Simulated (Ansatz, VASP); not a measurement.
FeO in VASP and in Ansatz

The input INCAR:

```
SYSTEM = FeO
PREC     = Accurate       ! precision mode
ENCUT    = 520            ! plane-wave cutoff, eV
EDIFF    = 1E-6           ! SCF threshold, eV
ISMEAR   = -1             ! smearing method
SIGMA    = 0.05           ! smearing width, eV
LREAL    = .False.        ! projectors in reciprocal space
LASPH    = .True.         ! aspherical terms in the spheres
NELM     = 150            ! most SCF steps
ALGO     = Normal         ! electronic algorithm
ISIF     = 2              ! what is computed and relaxed
LWAVE    = .False.        ! write WAVECAR
LCHARG   = .False.        ! write CHGCAR
ISPIN    = 2              ! spin polarisation
MAGMOM   = 3 0            ! initial moments
LORBIT   = 11             ! projections on sites
LMAXMIX  = 4              ! l up to which the mixer works
GGA      = PE             ! functional
NBANDS   = 18             ! bands
```

The input KPOINTS:

```
Automatic mesh
0
Gamma
  10 10 9
  0 0 0
```

Contents of POSCAR:

```
FeO
1.0
    2.8436459125      0.0000000000      0.0000000000
   -1.4218229514      2.4626696031      0.0000000000
    0.0000000000      0.0000000000      2.7752575189
Fe O
1 1
Direct
    0.0000000000      0.0000000000      0.0000000000
    0.6666666667      0.3333333333      0.5000000000
```

File input.yaml:

```yaml
crystal:
  lattice:
    - [2.8436459125, 0.0, 0.0]
    - [-1.4218229514, 2.4626696031, 0.0]
    - [0.0, 0.0, 2.7752575189]
  atoms:
    - { symbol: Fe, position: [0.0, 0.0, 0.0], spin: 3.0 }
    - { symbol: O, position: [0.6666666667, 0.3333333333, 0.5] }
hamiltonian:
  xc: pbe
  pseudopotentials: { kind: paw }
magnetization:
  spin_polarized: true
kpoints:
  mp_grid: { grid: [10, 10, 9] }
scf:
  occupations: { method: fermi_dirac, width: 0.05 }
output:
  forces: true
  stress: true
  eigenvalues: true
```

The cell comes from a database or a generator and needn't be the stable form of this composition.

Alike in both runs: task single point; functional PBE; k mesh 10 × 10 × 9; occupations fermi-dirac, width 0.05 eV; collinear spin.

|  | VASP | Ansatz |
| --- | --- | --- |
| version | VASP 6.6.1 | Ansatz 0.2.0 |
| potentials or method | VASP PAW PBE potentials, release 64 (Fe, O) | Ansatz PAW |
| plane-wave cutoff (eV) | 520 | 420 |
| valence electrons in the cell | 14 | 22 |

|  | VASP | Ansatz | Ansatz less VASP |
| --- | --- | --- | --- |
| gap on the k mesh at the Fermi level (eV) | none | none | - |
| pressure (GPa) | 0.2 | 0.2 | -0.05 |
| largest component of the traceless stress (GPa) | 1.74 | 1.47 | -0.274 |
| net moment per atom (μB) | 2.00 | 2.00 | +0.001 |
| size of the moment on the site where the two differ most (μB) | 3.56 | 3.44 | -0.124 |

Site moments also hang on the region over which each program counts them. A gap of «none» marks a metal or a gap that the smearing closes. The functional is the same, so the differences come from potentials, cutoffs and numerics. The two sets of potentials don't hold the same shells in valence.

Caveats: a cell with one magnetic atom can't hold antiferromagnetic order, which such compounds often take; semilocal functionals often make such compounds metallic where correlation or magnetic order opens a gap, which also shifts bond lengths; the pressure holds a Pulay correction of +0.6 GPa for the finite cutoff (Ansatz).
